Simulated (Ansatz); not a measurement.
# The Li–H system

These are results of DFT PBE, scalar-relativistic, plane waves, PAW (Ansatz 0.2.0), not measurements. Settings: cutoff 420 eV, Γ-centred meshes spaced at most about 0.3 Å⁻¹, and about 0.25 Å⁻¹ or finer for metals (2π included), Gaussian smearing. No spin polarisation.

The zero of energy is the elements' standard structures at the same level (H₂ as a molecule); no fitted shifts are applied.

Temperature and zero-point effects are left out. Weakly bound directions are ill-defined at this level, which has no dispersion term (Li3H8 R-3m, LiH5 P6/mmm). Kohn–Sham gaps at this level usually fall short of measured ones. With hydrogen, zero-point motion can shift formation energies by some tens of meV/atom.

Database cells and invented structures were relaxed alike (other known phases may be missing); the table has the lowest at each composition. The lowest database cell of Li (-0.004) lies slightly below the reference, and the hull starts from that value.

| phase | lowest structure | reached from | V (Å³/atom) | ΔE_f (eV/atom) | above hull (eV/atom) | gap on mesh (eV) |
| --- | --- | --- | --- | --- | --- | --- |
| Li3H | Pmm2 (No. 25) | a relaxed cell, shaken at random and relaxed again | 14.7 | -0.130 | 0.080 | 0.00 |
| Li2H | Pmmn (No. 59) | a relaxed cell, shaken at random and relaxed again | 11.8 | -0.241 | 0.038 | 0.00 |
| Li3H2 | R-3m (No. 166) | anti-tetradymite type (R-3m) | 10.2 | -0.301 | 0.033 | 0.00 |
| LiH | Fm-3m (No. 225) | a cell as deposited in COD | 8.0 | -0.417 | 0.000 | 2.98 |
| Li2H3 | Pm (No. 6) | random cell without symmetry | 8.0 | -0.053 | 0.280 | 0.00 |
| LiH2 | I4/mmm (No. 139) | Be2B type (Fm-3m) distorted into a subgroup, changed on relaxing | 6.6 | 0.171 | 0.449 | 0.00 |
| Li2H5 | R-3m (No. 166) | B5W2 type (R-3m) | 5.7 | 0.354 | 0.592 | 0.00 |
| Li3H8 | R-3m (No. 166) | random cell | 14.3 | 0.006 | 0.233 | 0.00 |
| LiH3 | P6_3/mmc (No. 194) | random cell with space group P31c | 9.3 | 0.259 | 0.467 | 0.00 |
| Li2H7 | C2/m (No. 12) | Hf2Co7 type (C2/m) | 7.1 | 0.267 | 0.452 | 0.00 |
| LiH5 | P6/mmm (No. 191) | SmNi5 type (P6/mmm) distorted into a subgroup, changed on relaxing | 11.3 | 0.428 | 0.567 | 0.00 |

On the hull of the phases computed: LiH.

Li3H2 in this cell would release 33 meV/atom by parting into 20.0 % Li + 80.0 % LiH (shares of atoms). Li2H in this cell would release 38 meV/atom by parting into 33.3 % Li + 66.7 % LiH (shares of atoms). Li3H in this cell would release 80 meV/atom by parting into 50.0 % Li + 50.0 % LiH (shares of atoms). Some types were kept out of the candidates beforehand, so the set may lack a known form.
